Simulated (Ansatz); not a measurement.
# Ge: Field gradients at the nuclei

The cell is a COD entry, its atoms then relaxed with PBE in this cell.

Space group P4_32_12 (No. 96); a = 5.9300, c = 6.9800 Å.

```csv
site,Wyckoff,site symmetry,x,y,z
Ge1,4a,..2,0.0899,0.0899,0.0000
Ge5,8b,1,0.1723,0.3691,0.2595
```

One atom of each set is listed.

Computed with Ansatz: DFT, PBEsol, plane waves and PAW, scalar-relativistic, 420 eV cutoff, Γ-centred 8×8×7 k-points, Fermi–Dirac smearing 0.02 eV.

Conventions: |V_zz| ≥ |V_yy| ≥ |V_xx|, η = (V_xx − V_yy)/V_zz, C_Q = eQV_zz/h.

73Ge: I = 9/2, Q = -196.0 mb. Q values from Pyykkö, Mol. Phys. 116, 1328 (2018).

| site | atoms | first shell | V_zz (10²¹ V/m²) | η | C_Q (MHz) |
| --- | --- | --- | --- | --- | --- |
| Ge1 | 4 | 4 Ge at 2.49–2.50 Å | 4.42 | 0.78 | -20.9 |
| Ge5 | 8 | 4 Ge at 2.49–2.52 Å | 5.79 | 0.84 | -27.4 |
